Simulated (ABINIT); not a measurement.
Input of an ABINIT 10.8.3 (patched build) run:

Contents of run.abi:

```
# Datasets: one volume each
ndtset 7
getwfk -1
scalecart1 3*0.9795861087
scalecart2 3*0.9864848297
scalecart3 3*0.9932883884
scalecart4 3*1.0000000000
scalecart5 3*1.0066227096
scalecart6 3*1.0131594038
scalecart7 3*1.0196128224

# Pseudopotentials
pp_dirpath "./"
pseudos "Mo.GGA_PBE-JTH.xml, S.GGA_PBE-JTH.xml"

# Structure
acell 3*1.0
rprim
     5.9885420889     0.0000000000     0.0000000000
    -2.9942710445     5.1862295807     0.0000000000
     0.0000000000     0.0000000000    23.2889847599
ntypat 2
znucl 42 16
natom 6
typat 1 1 2 2 2 2
xred
     0.6666666667     0.3333333333     0.7500000000
     0.3333333333     0.6666666667     0.2500000000
     0.6666666667     0.3333333333     0.3770000000
     0.3333333333     0.6666666667     0.8770000000
     0.6666666667     0.3333333333     0.1230000000
     0.3333333333     0.6666666667     0.6230000000

# Plane-wave basis
ecut 20.0
pawecutdg 40.0
pawxcdev 0

# k points
kptopt 1
ngkpt 10 10 3
nshiftk 1
shiftk 0.0 0.0 0.0

# Exchange and correlation
ixc 11

# Bands and occupations
nband 32
occopt 3
tsmear 0.00183747

# SCF cycle
nstep 100
tolvrs 1.0e-9

# Output
iomode 3
prtwf 1
prtden 0
prteig 0
prtebands 0
enunit 1
```

Potentials or basis: JTH PAW PBE v2.0.

Command:

```console
$ abinit run.abi > log 2>&1
```

Task: Predict the bulk modulus at fixed shape and positions.

Result: 144 GPa.

Task: Estimate the equilibrium volume.

Result: 18.12 Å³/atom.

Task: Predict the pressure derivative of the bulk modulus.

Result: 4.2.

Energy against volume, from the lowest point:
```
volume (Å³/atom)  energy (meV/atom)
          16.792              49.74
          17.149              25.52
          17.507               9.71
          17.864               1.43
          18.221               0.00
          18.578               4.81
          18.936              15.05
```

Caveat: pressures at fixed basis lie under the slope of the energies; the cell was scaled at fixed shape and fractional positions, which overstates the stiffness of a crystal with free parameters, most of all of layers and chains; this functional lacks dispersion, which binds the layers, so the pressure and a relaxed spacing across them are unreliable.
